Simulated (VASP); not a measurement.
# ZnSn2N2 (P-4m2) in VASP: a series of runs

The runs below take ZnSn2N2 through single point, with PBE.

Everything below comes from runs of VASP 6.6.1. Logs are shortened: lines on timing, memory, paths and dates and some standing lists are left out, and cuts for length are marked.

## (1) Starting point

Symmetry: P-4m2, No. 115, tetragonal system. Conventional cell: a = 3.352 Å, b = 3.352 Å, c = 8.064 Å, α = 90.00°, β = 90.00°, γ = 90.00°. Sn (site symmetry 2mm) is surrounded by 2 N at 2.12 Å. Zn (site symmetry -4m2) is surrounded by 4 N at 2.05 Å. N (site symmetry 2mm) has 2 Zn at 2.05 Å and 2 Sn at 2.12 Å as nearest neighbours.

The cell comes from a database or a generator and needn't be the stable form of this composition.

## (2) Single point, PBE

INCAR

```
SYSTEM = ZnSn2N2
  ADDGRID = .FALSE.
  ALGO = Normal
  EDIFF = 1E-7
  ENCUT = 500
  GGA = PE
  ISIF = 2
  ISMEAR = 0
  LASPH = .TRUE.
  LCHARG = .FALSE.
  LREAL = Auto
  LWAVE = .FALSE.
  NBANDS = 33
  NELM = 100
  PREC = Accurate
  SIGMA = 0.05
```

KPOINTS

```
k-points
0
G
  10 10 4
  0 0 0
```

POSCAR

```
ZnSn2N2
1.0
    3.3523260000      0.0000000000      0.0000000000
    0.0000000000      3.3523260000      0.0000000000
    0.0000000000      0.0000000000      8.0642090000
Sn Zn N
2 1 2
Direct
    0.4973440000      0.4812300000      0.3153800000
    0.4977480000      0.5263330000      0.6946440000
   -0.0161480000     -0.0098380000     -0.0046550000
   -0.0132420000      0.5408690000      0.8583280000
    0.4951850000     -0.0107610000      0.1447960000
```

Potentials or basis: VASP PAW PBE potentials, release 64 (Sn_d, Zn, N).

Launch:

```
cat potpaw_PBE.64/Sn_d/POTCAR potpaw_PBE.64/Zn/POTCAR potpaw_PBE.64/N/POTCAR > POTCAR
mpirun -np 1 vasp_std > vasp.out
```

OUTCAR:

```text
SYSTEM = ZnSn2N2
   EDIFF = 1E-7
   ENCUT = 500
   GGA = PE
   ISIF = 2
   ISMEAR = 0
   LASPH = .TRUE.
   LREAL = Auto
   NELM = 100
   PREC = Accurate

 Found    204 irreducible k-points:

 Following reciprocal coordinates:
            Coordinates               Weight
  0.000000  0.000000  0.000000      1.000000
  0.100000  0.000000  0.000000      2.000000
  0.000000  0.100000  0.000000      2.000000
  0.200000  0.000000  0.000000      2.000000
  0.000000  0.200000  0.000000      2.000000
  0.300000  0.000000  0.000000      2.000000
   k-points           NKPTS =    204   k-points in BZ     NKDIM =    204   number of bands    NBANDS=     33
   number of dos      NEDOS =    301   number of ions     NIONS =      5
   total plane-waves  NPLWV =  34560
   dimension x,y,z NGX =    24 NGY =   24 NGZ =   60
   dimension x,y,z NGXF=    48 NGYF=   48 NGZF=  120
   ions per type =               2   1   2
   NGX,Y,Z   is equivalent  to a cutoff of  11.90, 11.90, 12.37 a.u.
   NGXF,Y,Z  is equivalent  to a cutoff of  23.80, 23.80, 24.74 a.u.
 SYSTEM =  ZnSn2N2
   PREC   = accura    normal or accurate (medium, high low for compatibility)
   ISTART =      0    job   : 0-new  1-cont  2-samecut
   ICHARG =      2    charge: 1-file 2-atom 10-const
   ISPIN  =      1    spin polarized calculation?
   LNONCOLLINEAR =      F non collinear calculations
   LSORBIT =      F    spin-orbit coupling
   LASPH  =      T    aspherical Exc in radial PAW
   ENCUT  =  500.0 eV  36.75 Ry    6.06 a.u.   6.11  6.11 14.70*2*pi/ulx,y,z
   NELM   =    100;   NELMIN=  2; NELMDL= -5     # of ELM steps
   EDIFF  = 0.1E-06   stopping-criterion for ELM
   LREAL  =      T    real-space projection
   EDIFFG = 0.1E-05   stopping-criterion for IOM
   NSW    =      0    number of steps for IOM
   IBRION =     -1    ionic relax: 0-MD 1-quasi-New 2-CG
   NFREE  =      0    steps in history (QN), initial steepest desc. (CG)
   ISIF   =      2    stress and relaxation
   ISYM   =      2    0-nonsym 1-usesym 2-fastsym
   POTIM  = 0.5000    time-step for ionic-motion
   TEBEG  =    0.0;   TEEND  =   0.0 temperature during run
   PSTRESS=    0.0 pullay stress
   NELECT =      50.0000    total number of electrons
   NUPDOWN=      -1.0000    fix difference up-down
   EMIN   =  10.00;   EMAX   =-10.00  energy-range for DOS
   EFERMI =   0.00;   METHOD = LEGACY
   ISMEAR =     0;   SIGMA  =   0.05  broadening in eV -4-tet -1-fermi 0-gaus
   EFERMI_NEDOS =   21; number of points for ismear=-14 and -15
   IALGO  =     38    algorithm
   IMIX   =      4    mixing-type and parameters
     AMIX     =   0.40;   BMIX     =  1.00
     AMIX_MAG =   1.60;   BMIX_MAG =  1.00
  volume/ion in A,a.u.               =      18.13       122.32
  Fermi-wavevector in a.u.,A,eV,Ry     =   1.342703  2.537341 24.529295  1.802852
  Thomas-Fermi vector in A             =   2.470836
   LORBIT       =      0    0 simple, 1 ext, 2 COOP (PROOUT), +10 PAW based schemes
   GGA     = PE    functional components
   LHFCALC =     F    Hartree Fock is set to
   AEXX    =    0.0000 exact exchange contribution
   IVDW    =     0    specifies the selected vdW correction
   LEPSILON=     F    determine dielectric tensor
   LRPA    =     F    only Hartree local field effects (RPA)
 non-spin polarized calculation
 Gauss-broadening in eV      SIGMA  =   0.05
  energy-cutoff  :      500.00
  volume of cell :       90.63
 maximum number of plane-waves:      2336
   NGX = 13   NGY = 13   NGZ = 29

 number of electron      49.9999989 magnetization

 Free energy of the ion-electron system (eV)
  ---------------------------------------------------
  ext. energy  EPLUGINS =         0.00000000
  ---------------------------------------------------
  free energy    TOTEN  =       -23.96662035 eV

  energy without entropy =      -23.96436726  energy(sigma->0) =      -23.96549381

 E-fermi :   5.3682     XC(G=0): -10.2347

 val. band max:        5.3636687077   @ k =   0.2000   0.1000   0.2500
 cond. band min:       5.3721619145   @ k =   0.1000   0.2000  -0.2500
 fundamental gap:      0.0084932067
 Fermi energy:         5.3682066866

 k-point     1 :       0.0000    0.0000    0.0000
  band No.  band energies     occupation
      1     -16.1176      2.00000
      2     -16.0357      2.00000
      3     -15.9738      2.00000
      4     -15.9161      2.00000
      5     -15.8981      2.00000
      6     -15.8431      2.00000
      7     -15.8103      2.00000
      8     -15.8065      2.00000
      9     -15.7993      2.00000
     10     -15.7788      2.00000
     11      -9.8084      2.00000
     12      -8.9704      2.00000
     13      -3.1537      2.00000
     14      -1.8488      2.00000
     15      -0.9003      2.00000
     16      -0.7507      2.00000
     17      -0.5072      2.00000
     18      -0.2175      2.00000
     19       0.8234      2.00000
     20       2.0640      2.00000
     21       2.7984      2.00000
     22       3.0979      2.00000
     23       4.4412      2.00000
     24       4.5845      2.00000
     25       5.8219      0.00000
     26       6.1942      0.00000
     27       8.8300      0.00000
     28      10.7670      0.00000
     29      10.7804      0.00000
     30      11.6537      0.00000
     31      12.6462      0.00000
     32      12.8620      0.00000
     33      13.2312      0.00000

 k-point     2 :       0.1000    0.0000    0.0000
  band No.  band energies     occupation
      1     -16.1074      2.00000
      2     -16.0240      2.00000
      3     -15.9703      2.00000
      4     -15.9263      2.00000
      5     -15.8975      2.00000
      6     -15.8477      2.00000
      7     -15.8116      2.00000
      8     -15.8096      2.00000
      9     -15.7952      2.00000
     10     -15.7829      2.00000
     11      -9.7270      2.00000
     12      -8.9258      2.00000
     13      -3.0650      2.00000
     14      -1.8168      2.00000
     15      -0.8929      2.00000
     16      -0.7579      2.00000
     17      -0.4922      2.00000
     18      -0.2371      2.00000
     19       0.7443      2.00000
     20       2.0073      2.00000
     21       2.5559      2.00000
     22       3.1563      2.00000
     23       4.1831      2.00000
     24       4.4620      2.00000
     25       5.7231      0.00000
     26       6.6561      0.00000
     27       9.0603      0.00000
     28       9.6715      0.00000
     29      10.8606      0.00000
     30      11.2754      0.00000
     31      12.3474      0.00000
     32      12.7587      0.00000
     33      13.5382      0.00000

 k-point     3 :       0.0000    0.1000    0.0000
  band No.  band energies     occupation
      1     -16.1066      2.00000
      2     -16.0271      2.00000
      3     -15.9684      2.00000
      4     -15.9156      2.00000
      5     -15.9040      2.00000
      6     -15.8473      2.00000
      7     -15.8218      2.00000
      8     -15.8063      2.00000
      9     -15.7926      2.00000
     10     -15.7830      2.00000
     11      -9.7460      2.00000
     12      -8.9078      2.00000
     13      -3.0564      2.00000
     14      -1.8177      2.00000
     15      -0.9015      2.00000
     16      -0.7438      2.00000
     17      -0.4938      2.00000
     18      -0.2408      2.00000
     19       0.7683      2.00000
     20       1.9992      2.00000
     21       2.8232      2.00000
     22       2.8675      2.00000
     23       4.0195      2.00000
     24       4.6047      2.00000
     25       5.7083      0.00000
     26       6.6728      0.00000
     27       9.0559      0.00000
     28       9.6857      0.00000
     29      10.8565      0.00000
     30      11.3002      0.00000
     31      12.1604      0.00000
     32      12.9412      0.00000
     33      13.7138      0.00000

 k-point     4 :       0.2000    0.0000    0.0000
  band No.  band energies     occupation
      1     -16.0862      2.00000
      2     -15.9943      2.00000
      3     -15.9782      2.00000
      4     -15.9314      2.00000
      5     -15.8958      2.00000
      6     -15.8598      2.00000
      7     -15.8246      2.00000
      8     -15.8083      2.00000
      9     -15.7937      2.00000
     10     -15.7824      2.00000
     11      -9.4985      2.00000
     12      -8.8074      2.00000
     13      -2.8365      2.00000
     14      -1.7178      2.00000
     15      -0.8745      2.00000
     16      -0.7613      2.00000
     17      -0.4850      2.00000
     18      -0.2854      2.00000
     19       0.3956      2.00000
     20       1.7098      2.00000
     21       2.3315      2.00000
     22       3.2982      2.00000
     23       3.6794      2.00000
     24       4.4986      2.00000
     25       5.3053      1.92465
     26       7.4234      0.00000
     27       8.0962      0.00000
     28       9.6898      0.00000
     29       9.9411      0.00000
     30      11.0779      0.00000
     31      12.5218      0.00000
     32      12.9634      0.00000
     33      13.9955      0.00000

 k-point     5 :       0.0000    0.2000    0.0000
  band No.  band energies     occupation
      1     -16.0790      2.00000
      2     -16.0101      2.00000
      3     -15.9529      2.00000
      4     -15.9183      2.00000
      5     -15.9143      2.00000
      6     -15.8588      2.00000
      7     -15.8484      2.00000
      8     -15.8071      2.00000
      9     -15.7926      2.00000
     10     -15.7731      2.00000
     11      -9.5767      2.00000
     12      -8.7330      2.00000
     13      -2.7914      2.00000
     14      -1.7314      2.00000
     15      -0.8862      2.00000
     16      -0.7256      2.00000
     17      -0.4791      2.00000
     18      -0.2992      2.00000
     19       0.4869      2.00000
     20       1.6719      2.00000
     21       2.4691      2.00000
     22       3.0422      2.00000
     23       3.4960      2.00000
     24       4.6558      2.00000
     25       5.2883      1.97613
     26       7.4346      0.00000
     27       8.0843      0.00000
     28       9.7374      0.00000
     29       9.9005      0.00000
     30      11.0909      0.00000
     31      12.3932      0.00000
     32      13.1389      0.00000
     33      14.1524      0.00000

 k-point     6 :       0.3000    0.0000    0.0000
  band No.  band energies     occupation
      1     -16.0730      2.00000
      2     -16.0090      2.00000
      3     -15.9609      2.00000
      4     -15.9045      2.00000
      5     -15.8939      2.00000
      6     -15.8741      2.00000
      7     -15.8405      2.00000
      8     -15.8080      2.00000
      9     -15.8056      2.00000
     10     -15.7616      2.00000
     11      -9.1734      2.00000
     12      -8.6628      2.00000
     13      -2.6290      2.00000
     14      -1.5106      2.00000
     15      -0.8577      2.00000
     16      -0.7833      2.00000
     17      -0.5655      2.00000
     18      -0.3310      2.00000
     19       0.0240      2.00000
     20       1.0822      2.00000
     21       2.4278      2.00000
     22       3.3544      2.00000
     23       3.6308      2.00000
     24       4.5297      2.00000
     25       4.6316      2.00000
     26       6.7650      0.00000
     27       8.2828      0.00000
     28       8.6730      0.00000
     29      10.5618      0.00000
     30      11.3359      0.00000
     31      12.4480      0.00000
     32      13.2934      0.00000
     33      14.2046      0.00000

 [... further k-points ...]
[... 5 lines left out ...]
  --------------------------------------------------------------------------------------
  -------------------------------------------------------------------------------------
  Total       -0.5217687      0.0989183     -0.6349750     -0.0075064      2.0189385      0.1732913
  in kB       -9.2243188      1.7487711    -11.2256882     -0.1327051     35.6927000      3.0636073
  external PRESSURE =      -6.2337453 kB  Pullay stress =       0.0000000 kB

 VOLUME and BASIS-vectors are now :
 -----------------------------------------------------------------------------
  energy-cutoff  :      500.00
  volume of cell :       90.63
      direct lattice vectors                 reciprocal lattice vectors
     3.352326000  0.000000000  0.000000000     0.298300344  0.000000000  0.000000000
     0.000000000  3.352326000  0.000000000     0.000000000  0.298300344  0.000000000
     0.000000000  0.000000000  8.064209000     0.000000000  0.000000000  0.124004723

 POSITION                                       TOTAL-FORCE (eV/Angst)
 -----------------------------------------------------------------------------------
      1.66726      1.61324      2.54329        -0.004338      0.215925     -1.067629
      1.66861      1.76444      5.60175        -0.358285      0.029436      0.273686
      3.29819      3.31935      8.02667         0.211319      1.410286      1.115535
      3.30793      1.81317      6.92174         0.357873     -1.638738     -1.067278
      1.66002      3.31625      1.16767        -0.206569     -0.016910      0.745686
 -----------------------------------------------------------------------------------
    total drift:                                0.003553     -0.000866      0.001505

  FREE ENERGIE OF THE ION-ELECTRON SYSTEM (eV)
  ---------------------------------------------------
  free  energy   TOTEN  =       -23.9666203542 eV

  energy  without entropy=      -23.9643672645  energy(sigma->0) =      -23.96549381
```

Wall time 4.4 min (1 thread of Intel Xeon 6975P-C (Granite Rapids), shared host); peak memory 0.43 GiB.

The run converged, but some of its settings lie outside the range that counts as converged, so its numbers aren't taken as properties of the crystal.

What came out:

* Free energy: -23.9666 eV
* Pressure: -0.6 GPa
* Largest force: 1.988 eV/Å
* Band gap on the k mesh: none (metal or under the smearing width)

## (3) Single point, PBE

Edit INCAR of step 2 so:

```diff
@@ -4,3 +4,3 @@
   EDIFF = 1E-7
-  ENCUT = 500
+  ENCUT = 400
   GGA = PE
@@ -10,3 +10,3 @@
   LCHARG = .FALSE.
-  LREAL = Auto
+  LREAL = .FALSE.
   LWAVE = .FALSE.
```

KPOINTS

```
k-points
0
G
  12 12 5
  0 0 0
```

POSCAR is that of step 2.

Potentials or basis: VASP PAW PBE potentials, release 64 (Sn_d, Zn, N).

Launch:

```
cat potpaw_PBE.64/Sn_d/POTCAR potpaw_PBE.64/Zn/POTCAR potpaw_PBE.64/N/POTCAR > POTCAR
mpirun -np 1 vasp_std > vasp.out
```

Run time: 4.7 min. Hardware: 1 thread of Intel Xeon 6975P-C (Granite Rapids), shared host; peak memory 0.69 GiB.

These settings aren't checked as converged: the numbers below hold their error.

Results:

* Free energy: -23.9579 eV
* Largest force: 1.958 eV/Å
* Band gap on the k mesh: none (metal or under the smearing width)

Caveat: the cutoff is under 1.25 times the usual one of these potentials, so pressure, stress and relaxed cells hold a basis-set (Pulay) error.

## (4) Single point, PBE

INCAR

```
PREC = Accurate
ENCUT = 900
EDIFF = 1E-8
ISMEAR = 0
SIGMA = 0.05
LREAL = False
LASPH = True
NELM = 100
ALGO = Normal
ISIF = 2
LWAVE = False
LCHARG = False
GGA = PE
NBANDS = 33
ADDGRID = False
```

KPOINTS

```
Automatic mesh
0
Gamma
  12 12 5
```

POSCAR

```
ZnSn2N2
1.0
    3.3523260000      0.0000000000      0.0000000000
    0.0000000000      3.3523260000      0.0000000000
    0.0000000000      0.0000000000      8.0642090000
Sn Zn N
2 1 2
Direct
    0.5000000000      0.5000000000      0.3058270000
    0.5000000000      0.5000000000      0.6941730000
    0.0000000000      0.0000000000      0.0000000000
    0.0000000000      0.5000000000      0.8541900000
    0.5000000000      0.0000000000      0.1458100000
```

Launch:

```
cat potpaw_PBE.64/Sn_d/POTCAR potpaw_PBE.64/Zn/POTCAR potpaw_PBE.64/N/POTCAR > POTCAR
mpirun -np 1 vasp_std > vasp.out
```

Run time: 9 min. Hardware: 1 thread of Intel Xeon Platinum 8259CL at 2.50GHz (Skylake/Cascade Lake), shared host; peak memory 0.67 GiB.

It converged, with:

| Quantity | Value |
| --- | --- |
| Free energy | -24.1779 eV |
| Pressure | 0.0 GPa |
| Largest force | 0.053 eV/Å |
| Band gap on the k mesh | none (metal or under the smearing width) |

Forces in eV/Å, atoms in the order of the input:
```
Sn   0.000  0.000 -0.053
Sn   0.000  0.000  0.053
Zn   0.000  0.000  0.000
N    0.000  0.000 -0.001
N    0.000  0.000  0.001
```

Levels at points of the mesh, in eV from the Fermi level:
```tsv
k point	band 23	band 24	band 25	band 26	band 27	band 28
(0.00, 0.00, 0.00)	-1.05	-1.05	0.40	0.77	3.29	5.58
(0.50, 0.00, 0.00)	-1.87	-0.86	-0.49	-0.28	1.98	4.45
(0.50, 0.50, 0.00)	-2.87	-2.27	-1.18	-1.18	1.43	4.04
```

## (5) Single point, PBE

Edit INCAR of step 4 so:

```diff
@@ -1,4 +1,4 @@
 PREC = Accurate
-ENCUT = 900
-EDIFF = 1E-8
+ENCUT = 500
+EDIFF = 1E-7
 ISMEAR = 0
```

KPOINTS

```
Automatic mesh
0
Gamma
  10 10 4
```

POSCAR is that of step 4.

Launch:

```
cat potpaw_PBE.64/Sn_d/POTCAR potpaw_PBE.64/Zn/POTCAR potpaw_PBE.64/N/POTCAR > POTCAR
mpirun -np 1 vasp_std > vasp.out
```

Wall time 2 min (1 thread of Intel Xeon Platinum 8259CL at 2.50GHz (Skylake/Cascade Lake), shared host); peak memory 0.29 GiB.

These settings aren't checked as converged: the numbers below hold their error.

What came out:

```
Free energy            : -24.1798 eV
Pressure               : -0.3 GPa
Largest force          : 0.019 eV/Å
Band gap on the k mesh : none (metal or under the smearing width)
```

## (6) Single point, PBE

INCAR is that of step 5.

KPOINTS

```
Automatic mesh
0
Gamma
  12 12 5
```

POSCAR is that of step 5.

Potentials or basis: VASP PAW PBE potentials, release 64 (Sn_d, Zn, N).

Launch:

```
cat potpaw_PBE.64/Sn_d/POTCAR potpaw_PBE.64/Zn/POTCAR potpaw_PBE.64/N/POTCAR > POTCAR
mpirun -np 1 vasp_std > vasp.out
```

It took 2.7 min on 1 thread of Intel Xeon Platinum 8259CL at 2.50GHz (Skylake/Cascade Lake), shared host; peak memory 0.33 GiB.

The run converged, but some of its settings lie outside the range that counts as converged, so its numbers aren't taken as properties of the crystal.

What came out:

```
Free energy            : -24.1656 eV
Pressure               : -0.1 GPa
Largest force          : 0.054 eV/Å
Band gap on the k mesh : none (metal or under the smearing width)
```

## (7) For comparison

An earlier run on the cell as given: functional PBE; potentials or basis VASP PAW PBE potentials, release 64 (Sn_d, Zn, N); cutoff 520 eV; k mesh 8 × 8 × 4; occupations fermi-dirac, width 0.05 eV; no spin polarisation.

* Pressure: -0.3 GPa
* Largest force: 0.069 eV/Å
* Band gap on the k mesh: none (metal or under the smearing width)
